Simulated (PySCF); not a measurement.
Molecule: `FC(F)F`, CHF$_{3}$.

Molfile (atoms numbered from 1):
```
CHF3
     RDKit          3D

  5  4  0  0  0  0  0  0  0  0999 V2000
    0.8161    0.9545   -0.3577 F   0  0  0  0  0  0  0  0  0  0  0  0
    0.0158   -0.0262    0.0427 C   0  0  0  0  0  0  0  0  0  0  0  0
    0.4264   -1.1617   -0.5095 F   0  0  0  0  0  0  0  0  0  0  0  0
   -1.2158    0.2312   -0.3804 F   0  0  0  0  0  0  0  0  0  0  0  0
    0.0324   -0.1082    1.1427 H   0  0  0  0  0  0  0  0  0  0  0  0
  1  2  1  0
  2  3  1  0
  2  4  1  0
  2  5  1  0
M  END
```

Geometry PBE0-D3(BJ)/def2-SVP throughout; GIAO in PySCF 2.14.0 with density-fitted response routines, gas phase, one conformer, non-relativistic; equivalent atoms averaged; basis pcSseg-2.

(1) How do the absolute shieldings σ depend on the functional? (ppm; last column core-seconds on shared hosts with different chips, so compare them loosely)

(2) Which nucleus moves most, in ppm?

## Answers

(1) 
```csv
functional,kind,F1/F3/F4,C2,H5,core-s
HF,Hartree–Fock,303.4,83.0,25.83,2.3
LDA,LDA,242.5,46.3,24.09,6.1
PBE,GGA,245.7,49.0,24.56,7.4
BLYP,GGA,243.9,44.3,24.70,7.4
BP86,GGA,247.8,49.2,24.61,7
OPBE,GGA,255.4,58.2,24.67,7
KT2,GGA,247.0,56.6,24.59,7.4
KT3,GGA,251.2,57.2,24.80,7.4
B97-D,GGA,254.2,52.0,24.80,7.1
B3LYP,global hybrid,258.7,52.4,24.95,4.5
PBE0,global hybrid,264.0,58.6,24.91,4.5
mPW1PW91,global hybrid,264.9,58.0,24.96,4.6
WP04,global hybrid,264.8,43.6,25.20,8.2
B97-2,global hybrid,266.1,59.3,25.01,5.2
BHandHLYP,global hybrid,276.9,64.0,25.27,5
CAM-B3LYP,range-separated hybrid,263.3,55.4,24.93,6.8
wB97X-D,range-separated hybrid,268.5,58.9,25.06,7.3
LC-wPBE,range-separated hybrid,270.3,59.3,24.99,8.6
```

(2) F1/F3/F4 (fluorine of a CF3 group): from 242.5 ppm with LDA to 303.4 ppm with HF. The smallest spread is 1.74 ppm, at H5. Proton shifts span only some 12 ppm, so a few tenths of a ppm matter as much there as several ppm in carbon.
